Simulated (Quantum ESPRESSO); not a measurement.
Crystal: Mg.

```
Mg
1.0
     3.20930    0.00000    0.00000
    -1.60465    2.77934    0.00000
     0.00000    0.00000    5.21030
Mg
2
Direct
  0.66667 0.33333 0.75000
  0.33333 0.66667 0.25000
```

Base run:

```yaml
Program: Quantum ESPRESSO 7.5
Functional: r2SCAN
Potentials_or_basis: SG15 PBE 1.2
Cutoff: 952 eV
Density_cutoff: 3810 eV
k_mesh: 8 × 8 × 4
Occupations: fermi-dirac, width 0.05 eV
Spin: no spin polarisation
```

Its results: band gap on the k mesh none (metal or under the smearing width); pressure -0.7 GPa.

Question: After a change of settings the same cell gave: band gap on the k mesh none (metal or under the smearing width); pressure -0.2 GPa. Which change was it?
A. functional from r2SCAN to PBEsol; k mesh from 8 × 8 × 4 to 10 × 10 × 5
B. functional from r2SCAN to TPSS
C. functional from r2SCAN to LDA; k mesh from 8 × 8 × 4 to 10 × 10 × 5
D. functional from r2SCAN to M06L

Answer: B.

Caveats: the potentials were made for another functional, which shifts forces and pressure.
